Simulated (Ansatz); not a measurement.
# Preparing HfO2 (P2_1/c) as a host crystal, part 2 of 2

Before any defect goes in: HfO2 (P2_1/c) at rest, and how it screens a charge.

Ansatz 0.2.0; plane-wave PAW DFT, r2SCAN; relaxation of the host's cell and atoms; PAW set soft_1 (the session's first sound run).

So far. Step 3 (Dielectric tensors of the host): The principal values of the electronic dielectric tensor are 4.68, 5.06 and 5.09. The principal values of the static dielectric tensor are 15.30, 19.46 and 21.76.

**5. Self-consistent run**

This step: plane-wave PAW DFT, r2SCAN; single point of the defect-free supercell, a test of its k-points; PAW set soft_1 (Ansatz 0.2.0).

System of this step: HfO2 (P2_1/c). The cell holds 96 atoms: 32 Hf and 64 O. Its edges and angles: a = 10.229 Å, b = 10.363 Å, c = 10.593 Å, α = 90.0°, β = 99.5°, γ = 90.0°.

Contents of pristine.sampling/input.yaml:

```yaml
crystal:
  lattice:
    - [10.2294504898, 0.0, 0.0087819208]
    - [0.0, 10.3626286749, 0.0]
    - [-1.7504376039, 0.0, 10.4476751421]
  atoms:
    - { symbol: Hf, position: [0.1380886692, 0.2290864202, 0.3541307092] }
    - { symbol: Hf, position: [0.3619113308, 0.4790864202, 0.3958692908] }
    - { symbol: Hf, position: [0.3619113308, 0.2709135798, 0.1458692908] }
    - { symbol: Hf, position: [0.1380886692, 0.0209135798, 0.1041307092] }
    - { symbol: O, position: [0.2239984862, 0.3711857871, 0.4892109611] }
    - { symbol: O, position: [0.2760015138, 0.1211857871, 0.2607890389] }
    - { symbol: O, position: [0.2760015138, 0.1288142129, 0.0107890389] }
    - { symbol: O, position: [0.2239984862, 0.3788142129, 0.2392109611] }
    - { symbol: O, position: [0.0349713344, 0.1667376796, 0.1721316082] }
    - { symbol: O, position: [0.4650286656, 0.4167376796, 0.0778683918] }
    - { symbol: O, position: [0.4650286656, 0.3332623204, 0.3278683918] }
    - { symbol: O, position: [0.0349713344, 0.0832623204, 0.4221316082] }
    - { symbol: Hf, position: [0.1380886692, 0.2290864202, 0.8541307092] }
    - { symbol: Hf, position: [0.3619113308, 0.4790864202, 0.8958692908] }
    - { symbol: Hf, position: [0.3619113308, 0.2709135798, 0.6458692908] }
    - { symbol: Hf, position: [0.1380886692, 0.0209135798, 0.6041307092] }
    - { symbol: O, position: [0.2239984862, 0.3711857871, 0.9892109611] }
    - { symbol: O, position: [0.2760015138, 0.1211857871, 0.7607890389] }
    - { symbol: O, position: [0.2760015138, 0.1288142129, 0.5107890389] }
    - { symbol: O, position: [0.2239984862, 0.3788142129, 0.7392109611] }
    - { symbol: O, position: [0.0349713344, 0.1667376796, 0.6721316081] }
    - { symbol: O, position: [0.4650286656, 0.4167376796, 0.5778683919] }
    - { symbol: O, position: [0.4650286656, 0.3332623204, 0.8278683919] }
    - { symbol: O, position: [0.0349713344, 0.0832623204, 0.9221316082] }
    - { symbol: Hf, position: [0.1380886692, 0.7290864202, 0.3541307092] }
    - { symbol: Hf, position: [0.3619113308, 0.9790864202, 0.3958692908] }
    - { symbol: Hf, position: [0.3619113308, 0.7709135798, 0.1458692908] }
    - { symbol: Hf, position: [0.1380886692, 0.5209135798, 0.1041307092] }
    - { symbol: O, position: [0.2239984862, 0.8711857871, 0.4892109611] }
    - { symbol: O, position: [0.2760015138, 0.6211857871, 0.2607890389] }
[... 60 atom lines left out ...]
    - { symbol: O, position: [0.7760015138, 0.6288142129, 0.5107890389] }
    - { symbol: O, position: [0.7239984862, 0.8788142129, 0.7392109611] }
    - { symbol: O, position: [0.5349713344, 0.6667376796, 0.6721316081] }
    - { symbol: O, position: [0.9650286656, 0.9167376796, 0.5778683919] }
    - { symbol: O, position: [0.9650286656, 0.8332623204, 0.8278683919] }
    - { symbol: O, position: [0.5349713344, 0.5832623204, 0.9221316082] }
basis:
  ecutwfc: 500
  xc_grid: 2
hamiltonian:
  xc: r2scan
  pseudopotentials: { kind: paw, azcp: { folder: soft_1 } }
kpoints:
  mp_grid: { grid: [1, 1, 1], shift: [0.25, 0.25, 0.25] }
scf:
  occupations: { method: fermi_dirac, width: 0.01 }
  max_iter: 80
```

Command:

```bash
> ansatz run input.yaml --threads 32 --pin off --max-ram 56524MiB --backend cuda --events-out ev --progress --plain --runs-dir out --max-vram 78GiB
```

Numbers of over 12 decimals in the logs are rounded to 6 here.

The log of the run:

```text
[...]
GPU FFT provider: cuFFT
GPU libraries: cuBLAS 13.8.1, cuFFT 12.4.0, cuSOLVER 12.3.2
[...]
Crystal: 96 atoms, lattice volume = 1107.655 Å³
Basis set: ecut = 500 eV, 28081 PW (Γ), exchange–correlation on 150×160×160 points (8 copies of the dense FFT grid, shifted against one another)
Bands: 704, of which v1, the nominal top of the filled ones, is band 608 counted from 1 (607 counted from 0)
Symmetry: 16 space group operations
k-points: 1
[...]
GPU buffer pool allocated for 480000 grid points (all kernels)
GPU transforms: local potential: pruned to the plane-wave sphere, on 75×75×80; band sums: pruned to the plane-wave sphere, on 75×80×80
[...]
SCF iter   1: F=—  HF=-540078.416832 eV  |F-HF|=—  |Δ(HF+E_count)|=         —  Δρ=8.88e-2  dr2=6.76e1  dr2_τ=5.16e0  ethr=3.10e-3  ⟨swp⟩=6.0  Hψ=2116  notcnv=0  defer=70
[...]
SCF iter  11: F=-540069.086995 eV  HF=-540069.086995 eV  |F-HF|=3.78e-7  |Δ(HF+E_count)|=   6.38e-7  Δρ=4.08e-6  dr2=1.41e-7  dr2_τ=2.02e-8  ethr=8.22e-11  ⟨swp⟩=3.0  Hψ=1732  notcnv=0
SCF 1 converged in 11 iterations: F = -540069.086995 eV  dr2 = 1.41e-7
[...]
SCF converged after 11 iterations
Free energy (F): -540069.086995 eV
[...]
Internal energy: -540069.086995 eV  (E = F + TS)
E sigma→0 (E₀):  -540069.086995 eV
Fermi energy:    14.934947 eV
[...]
```

Elapsed: 1.6 s, on 1 × NVIDIA GB200 with 32 threads of Arm Neoverse V2, shared host; peak memory 1.4 GiB; 4.5 s of CPU time.

This step gave:

```
energy over dense mesh : -9.35e-5 eV/atom
```

**6. Defect free supercell relaxed from its symmetric sites**

This cell, the one that will hold the defects, is built from the relaxed host. Its coarser k-points can move the atoms a little, so it is relaxed from the symmetric sites, as the reference for the test of stability.

This step: plane-wave PAW DFT, r2SCAN; relaxation of the defect-free supercell from its symmetric sites; PAW set soft_1 (Ansatz 0.2.0).

pristine.symmetric/input.yaml, as its differences from pristine.sampling/input.yaml of step 5:

```diff
@@ -54 +54,12 @@
   max_iter: 80
+output:
+  forces: true
+relax:
+  f_tol: 0.01
+  max_steps: 60
+  escape_saddle: false
+checkpoint:
+  write: "../pristine.symmetric.run"
+  compress: false
+  write_wavefunctions: false
+  write_every: 100000
```

The log of the run:

```text
[...]
Crystal: 96 atoms, lattice volume = 1107.655 Å³
Basis set: ecut = 500 eV, 28081 PW (Γ), exchange–correlation on 150×160×160 points (8 copies of the dense FFT grid, shifted against one another)
Bands: 730, of which v1, the nominal top of the filled ones, is band 608 counted from 1 (607 counted from 0)
Symmetry: 16 space group operations
k-points: 1
[...]
SCF iter   1: F=—  HF=-540078.413704 eV  |F-HF|=—  |Δ(HF+E_count)|=         —  Δρ=8.88e-2  dr2=6.76e1  dr2_τ=5.17e0  ethr=3.10e-3  ⟨swp⟩=6.0  Hψ=2200  notcnv=0  defer=95
[...]
SCF iter   3: F=—  HF=-540070.292266 eV  |F-HF|=—  |Δ(HF+E_count)|=   5.22e-1  Δρ=2.26e-2  dr2=4.83e0  dr2_τ=5.25e-1  ethr=1.56e-3  ⟨swp⟩=2.0  Hψ=1104  notcnv=0  defer=89
automatic band count: iteration 3 solves 705 bands in place of 730: the levels show a gap, and the empty bands left out lie too high to hold charge; the band table lists the bands solved (type scf.n_extra_bands for more)
SCF iter   4: F=—  HF=-540068.931249 eV  |F-HF|=—  |Δ(HF+E_count)|=    1.36e0  Δρ=7.31e-3  dr2=4.28e-1  dr2_τ=2.94e-2  ethr=3.97e-4  ⟨swp⟩=3.0  Hψ=1240  notcnv=0  defer=89
[...]
SCF iter  10: F=-540069.086994 eV  HF=-540069.086994 eV  |F-HF|=2.58e-7  |Δ(HF+E_count)|=   4.38e-6  Δρ=1.11e-5  dr2=1.15e-6  dr2_τ=1.87e-7  ethr=2.06e-10  ⟨swp⟩=3.0  Hψ=2669  notcnv=0
SCF 1 converged in 10 iterations: F = -540069.086994 eV  dr2 = 1.15e-6
[...]
relax step   1: F+E_penalty+E_count = -540069.08699442 eV  Δ(F+E_penalty+E_count) = +0.000e0 eV  max|allowed force component| = 5.399e-3 eV/Å  Δτ_max = 0.0000 Å  (10 SCF iters, dr2 threshold 2.50e-6 eV, accepted)
[...]
iter 1 solved again at ethr=9.54e-11 eV; its pass at ethr=3.10e-3 eV (dr2=1.16e-6 eV) is discarded
SCF iter   1: F=—  HF=-540069.086994 eV  |F-HF|=—  |Δ(HF+E_count)|=         —  Δρ=1.11e-5  dr2=1.16e-6  dr2_τ=1.88e-7  ethr=9.54e-11  ⟨swp⟩=1.0  Hψ=1652  notcnv=0  defer=89
[...]
SCF 2 converged in 4 iterations: F = -540069.086995 eV  dr2 = 1.49e-8
relax step   2: F+E_penalty+E_count = -540069.08699476 eV  Δ(F+E_penalty+E_count) = -3.418e-7 eV  max|allowed force component| = 5.368e-3 eV/Å  Δτ_max = 0.0000 Å  (4 SCF iters, accepted)
[...]
SCF 3 converged in 2 iterations: F = -540069.086995 eV  dr2 = 8.28e-9
SCF converged after 2 iterations
[...]
- { symbol: O, position: [0.0349713344, 0.6667376796, 0.172132] }
    - { symbol: O, position: [0.465029, 0.9167376796, 0.077868] }
    - { symbol: O, position: [0.465029, 0.8332623204, 0.327868] }
    - { symbol: O, position: [0.0349713344, 0.5832623204, 0.422132] }
    - { symbol: Hf, position: [0.138089, 0.7290864202, 0.8541307092] }
    - { symbol: Hf, position: [0.361911, 0.979086, 0.895869] }
    - { symbol: Hf, position: [0.361911, 0.7709135798, 0.6458692908] }
    - { symbol: Hf, position: [0.1380886692, 0.520914, 0.604131] }
    - { symbol: O, position: [0.223998, 0.8711857871, 0.9892109611] }
    - { symbol: O, position: [0.276002, 0.6211857871, 0.7607890389] }
    - { symbol: O, position: [0.2760015138, 0.6288142129, 0.510789] }
    - { symbol: O, position: [0.2239984862, 0.878814, 0.7392109611] }
    - { symbol: O, position: [0.034971, 0.6667376796, 0.672132] }
    - { symbol: O, position: [0.465029, 0.9167376796, 0.577868] }
    - { symbol: O, position: [0.4650286656, 0.8332623204, 0.827868] }
    - { symbol: O, position: [0.0349713344, 0.5832623204, 0.922132] }
    - { symbol: Hf, position: [0.638089, 0.229086, 0.3541307092] }
    - { symbol: Hf, position: [0.861911, 0.4790864202, 0.395869] }
    - { symbol: Hf, position: [0.861911, 0.2709135798, 0.145869] }
    - { symbol: Hf, position: [0.638089, 0.0209135798, 0.104131] }
    - { symbol: O, position: [0.7239984862, 0.3711857871, 0.489211] }
    - { symbol: O, position: [0.776002, 0.1211857871, 0.260789] }
    - { symbol: O, position: [0.776002, 0.1288142129, 0.010789] }
    - { symbol: O, position: [0.7239984862, 0.3788142129, 0.239211] }
    - { symbol: O, position: [0.5349713344, 0.1667376796, 0.172132] }
    - { symbol: O, position: [0.965029, 0.4167376796, 0.077868] }
    - { symbol: O, position: [0.965029, 0.3332623204, 0.327868] }
    - { symbol: O, position: [0.5349713344, 0.083262, 0.422132] }
    - { symbol: Hf, position: [0.638089, 0.229086, 0.854131] }
    - { symbol: Hf, position: [0.861911, 0.4790864202, 0.8958692908] }
    - { symbol: Hf, position: [0.861911, 0.2709135798, 0.6458692908] }
    - { symbol: Hf, position: [0.6380886692, 0.0209135798, 0.6041307092] }
    - { symbol: O, position: [0.7239984862, 0.3711857871, 0.9892109611] }
    - { symbol: O, position: [0.7760015138, 0.1211857871, 0.760789] }
    - { symbol: O, position: [0.776002, 0.1288142129, 0.510789] }
    - { symbol: O, position: [0.7239984862, 0.3788142129, 0.7392109611] }
    - { symbol: O, position: [0.5349713344, 0.1667376796, 0.672132] }
    - { symbol: O, position: [0.965029, 0.4167376796, 0.577868] }
    - { symbol: O, position: [0.9650286656, 0.3332623204, 0.827868] }
    - { symbol: O, position: [0.5349713344, 0.083262, 0.922132] }
    - { symbol: Hf, position: [0.638089, 0.7290864202, 0.3541307092] }
    - { symbol: Hf, position: [0.861911, 0.979086, 0.395869] }
    - { symbol: Hf, position: [0.861911, 0.7709135798, 0.145869] }
    - { symbol: Hf, position: [0.638089, 0.520914, 0.104131] }
    - { symbol: O, position: [0.7239984862, 0.8711857871, 0.489211] }
    - { symbol: O, position: [0.776002, 0.6211857871, 0.260789] }
    - { symbol: O, position: [0.776002, 0.6288142129, 0.010789] }
    - { symbol: O, position: [0.7239984862, 0.878814, 0.239211] }
    - { symbol: O, position: [0.5349713344, 0.6667376796, 0.172132] }
    - { symbol: O, position: [0.965029, 0.9167376796, 0.077868] }
    - { symbol: O, position: [0.965029, 0.8332623204, 0.327868] }
    - { symbol: O, position: [0.5349713344, 0.5832623204, 0.422132] }
    - { symbol: Hf, position: [0.638089, 0.7290864202, 0.854131] }
    - { symbol: Hf, position: [0.861911, 0.979086, 0.8958692908] }
    - { symbol: Hf, position: [0.861911, 0.7709135798, 0.6458692908] }
    - { symbol: Hf, position: [0.6380886692, 0.520914, 0.6041307092] }
    - { symbol: O, position: [0.7239984862, 0.8711857871, 0.9892109611] }
    - { symbol: O, position: [0.7760015138, 0.6211857871, 0.760789] }
    - { symbol: O, position: [0.776002, 0.6288142129, 0.510789] }
    - { symbol: O, position: [0.7239984862, 0.878814, 0.7392109611] }
    - { symbol: O, position: [0.5349713344, 0.6667376796, 0.672132] }
    - { symbol: O, position: [0.965029, 0.9167376796, 0.577868] }
    - { symbol: O, position: [0.9650286656, 0.8332623204, 0.827868] }
    - { symbol: O, position: [0.5349713344, 0.5832623204, 0.922132] }
```

Run time: 2.5 s. Hardware: 1 × NVIDIA GB200 with 32 threads; peak memory 1.5 GiB.

No atom moved by 0.005 Å in the relaxation.

**7. Defect free supercell relaxed from displaced atoms**

This step: plane-wave PAW DFT, r2SCAN; relaxation of the defect-free supercell from random displacements, a test of the host's stability; PAW set soft_1 (Ansatz 0.2.0).

pristine.rattled/input.yaml, as its differences from pristine.symmetric/input.yaml of step 6:

```diff
@@ -58,6 +58,6 @@
   f_tol: 0.01
-  max_steps: 60
-  escape_saddle: false
+  max_steps: 120
+  random_displacement: { amplitude: 0.08, seed: 9860 }
 checkpoint:
-  write: "../pristine.symmetric.run"
+  write: "../pristine.rattled.run"
   compress: false
```

The log of the run:

```text
[...]
Crystal: 96 atoms, lattice volume = 1107.655 Å³
Basis set: ecut = 500 eV, 28081 PW (Γ), exchange–correlation on 150×160×160 points (8 copies of the dense FFT grid, shifted against one another)
Bands: 730, of which v1, the nominal top of the filled ones, is band 608 counted from 1 (607 counted from 0)
Symmetry: 1 space group operations
k-points: 1
[...]
SCF iter   1: F=—  HF=-540073.880185 eV  |F-HF|=—  |Δ(HF+E_count)|=         —  Δρ=8.96e-2  dr2=7.02e1  dr2_τ=5.41e0  ethr=3.10e-3  ⟨swp⟩=6.0  Hψ=2164  notcnv=0  defer=102
[...]
SCF iter   3: F=—  HF=-540064.839605 eV  |F-HF|=—  |Δ(HF+E_count)|=   6.63e-1  Δρ=2.28e-2  dr2=4.97e0  dr2_τ=5.43e-1  ethr=1.61e-3  ⟨swp⟩=2.0  Hψ=1096  notcnv=0  defer=93
[...]
SCF 1 converged in 11 iterations: F = -540063.571770 eV  dr2 = 9.49e-7
[...]
relax step   1: F+E_penalty+E_count = -540063.57176981 eV  Δ(F+E_penalty+E_count) = +0.000e0 eV  max|allowed force component| = 3.476e0 eV/Å  Δτ_max = 0.0000 Å  (11 SCF iters, dr2 threshold 2.50e-6 eV, accepted)
[...]
relax step   2: F+E_penalty+E_count = -540067.36366877 eV  Δ(F+E_penalty+E_count) = -3.792e0 eV  max|allowed force component| = 1.827e0 eV/Å  Δτ_max = 0.1901 Å  (8 SCF iters, dr2 threshold 1.00e-4 eV, accepted)
relax step   3: F+E_penalty+E_count = -540069.08410118 eV  Δ(F+E_penalty+E_count) = -1.720e0 eV  max|allowed force component| = 5.074e-2 eV/Å  Δτ_max = 0.1332 Å  (7 SCF iters, dr2 threshold 1.00e-4 eV, accepted)
relax step   4: F+E_penalty+E_count = -540069.08410547 eV  Δ(F+E_penalty+E_count) = -4.287e-6 eV  max|allowed force component| = 5.116e-2 eV/Å  Δτ_max = 0.0000 Å  (5 SCF iters, accepted)
relax step   5: F+E_penalty+E_count = -540069.08704319 eV  Δ(F+E_penalty+E_count) = -2.938e-3 eV  max|allowed force component| = 5.261e-3 eV/Å  Δτ_max = 0.0116 Å  (7 SCF iters, dr2 threshold 1.64e-7 eV, accepted)
[...]
SCF 6 converged in 2 iterations: F = -540069.087043 eV  dr2 = 3.04e-8
relax step   6: F+E_penalty+E_count = -540069.08704323 eV  Δ(F+E_penalty+E_count) = -4.307e-8 eV  max|allowed force component| = 5.265e-3 eV/Å  Δτ_max = 0.0000 Å  (2 SCF iters, accepted)
[...]
SCF 7 converged in 2 iterations: F = -540069.087043 eV  dr2 = 1.44e-8
SCF converged after 2 iterations
[...]
- { symbol: Hf, position: [0.361704, 0.771120, 0.646123] }
    - { symbol: Hf, position: [0.137876, 0.521138, 0.604431] }
    - { symbol: O, position: [0.223779, 0.871369, 0.989508] }
    - { symbol: O, position: [0.275795, 0.621377, 0.761104] }
    - { symbol: O, position: [0.275785, 0.629031, 0.511061] }
    - { symbol: O, position: [0.223805, 0.879026, 0.739446] }
    - { symbol: O, position: [0.034743, 0.666970, 0.672370] }
    - { symbol: O, position: [0.464764, 0.917059, 0.578251] }
    - { symbol: O, position: [0.464835, 0.833411, 0.828217] }
    - { symbol: O, position: [0.034829, 0.583329, 0.922319] }
    - { symbol: Hf, position: [0.637859, 0.229241, 0.354440] }
    - { symbol: Hf, position: [0.861685, 0.479231, 0.396141] }
    - { symbol: Hf, position: [0.861699, 0.271146, 0.146123] }
    - { symbol: Hf, position: [0.637881, 0.021146, 0.104431] }
    - { symbol: O, position: [0.723796, 0.371342, 0.489503] }
    - { symbol: O, position: [0.775769, 0.121361, 0.261116] }
    - { symbol: O, position: [0.775769, 0.129064, 0.011071] }
    - { symbol: O, position: [0.723776, 0.378995, 0.239464] }
    - { symbol: O, position: [0.534728, 0.166966, 0.172359] }
    - { symbol: O, position: [0.964759, 0.417089, 0.078268] }
    - { symbol: O, position: [0.964814, 0.333385, 0.328218] }
    - { symbol: O, position: [0.534804, 0.083334, 0.422348] }
    - { symbol: Hf, position: [0.637859, 0.229257, 0.854441] }
    - { symbol: Hf, position: [0.861709, 0.479256, 0.896144] }
    - { symbol: Hf, position: [0.861686, 0.271137, 0.646127] }
    - { symbol: Hf, position: [0.637879, 0.021144, 0.604432] }
    - { symbol: O, position: [0.723799, 0.371356, 0.989501] }
    - { symbol: O, position: [0.775766, 0.121398, 0.761116] }
    - { symbol: O, position: [0.775784, 0.129040, 0.511070] }
    - { symbol: O, position: [0.723793, 0.379023, 0.739450] }
    - { symbol: O, position: [0.534726, 0.166959, 0.672387] }
    - { symbol: O, position: [0.964758, 0.417070, 0.578258] }
    - { symbol: O, position: [0.964838, 0.333419, 0.828208] }
    - { symbol: O, position: [0.534816, 0.083322, 0.922333] }
    - { symbol: Hf, position: [0.637854, 0.729235, 0.354437] }
    - { symbol: Hf, position: [0.861674, 0.979225, 0.396146] }
    - { symbol: Hf, position: [0.861689, 0.771141, 0.146133] }
    - { symbol: Hf, position: [0.637886, 0.521142, 0.104434] }
    - { symbol: O, position: [0.723785, 0.871344, 0.489504] }
    - { symbol: O, position: [0.775768, 0.621364, 0.261112] }
    - { symbol: O, position: [0.775801, 0.629043, 0.011080] }
    - { symbol: O, position: [0.723797, 0.879000, 0.239462] }
    - { symbol: O, position: [0.534724, 0.666956, 0.172376] }
    - { symbol: O, position: [0.964737, 0.917106, 0.078283] }
    - { symbol: O, position: [0.964822, 0.833390, 0.328239] }
    - { symbol: O, position: [0.534800, 0.583327, 0.422329] }
    - { symbol: Hf, position: [0.637879, 0.729238, 0.854452] }
    - { symbol: Hf, position: [0.861676, 0.979250, 0.896149] }
    - { symbol: Hf, position: [0.861708, 0.771142, 0.646142] }
    - { symbol: Hf, position: [0.637882, 0.521144, 0.604429] }
    - { symbol: O, position: [0.723782, 0.871341, 0.989511] }
    - { symbol: O, position: [0.775797, 0.621389, 0.761129] }
    - { symbol: O, position: [0.775784, 0.629060, 0.511072] }
    - { symbol: O, position: [0.723808, 0.879034, 0.739472] }
    - { symbol: O, position: [0.534760, 0.666967, 0.672377] }
    - { symbol: O, position: [0.964755, 0.917078, 0.578261] }
    - { symbol: O, position: [0.964858, 0.833439, 0.828231] }
    - { symbol: O, position: [0.534821, 0.583332, 0.922348] }
```

It took 6.3 s on 1 × NVIDIA GB200 with 32 threads; peak memory 1.5 GiB; 18 s of CPU time.

Relaxation path:

| step | energy less that of the first step (eV) | largest force component (eV/Å) |
| --- | --- | --- |
| 1 | 0.0000 | 3.4756 |
| 2 | -3.7919 | 1.8268 |
| 3 | -5.5123 | 0.0507 |
| 4 | -5.5123 | 0.0512 |
| 5 | -5.5153 | 0.0053 |
| 6 | -5.5153 | 0.0053 |

The relaxation ends 57 meV an atom lower than the displaced start, with a largest force component of 0.0053 eV/Å.

**8. Results**

* primitive cell vectors, lengths: 5.115, 5.181, 5.297 Å
* electronic dielectric constant: principal values (4.68, 5.06, 5.09)
* static dielectric constant: principal values (15.30, 19.46, 21.76)
* gap on the k-mesh of the response run (PBEsol): 4.04 eV
* supercell relaxed in its symmetry less the displaced and relaxed one: 0.000 eV
* energy an atom at one point at (¼, ¼, ¼) less that on the dense mesh: 0.000 eV

**Reading.** Step 7: The energy fell by 5.515 eV from the randomly displaced start; the atoms end within 0.005 Å of the sites as typed, once the mean shift is taken out. The displaced cell ends within 0.01 eV of the symmetric one relaxed in its symmetry, so no lower structure shows in this supercell. The k-mesh can miss the band edges, so this gap is an upper bound at this level. All at zero temperature.

[Logs are printed without paths, hosts, clocks, repeated set-up lines and the standing remarks that a program may print on its own settings, such as how far it seeks lower states.]

[Hosts, paths, dates, database ids (printed as entryN), source tags and the programs' standing remarks are cut or masked in the printed files.]

[Runs of the host that timed out are not shown.]

[For some hosts the program warned that the k-mesh of the response run may be too coarse for force constants and the static dielectric constant; such warnings are not always shown.]
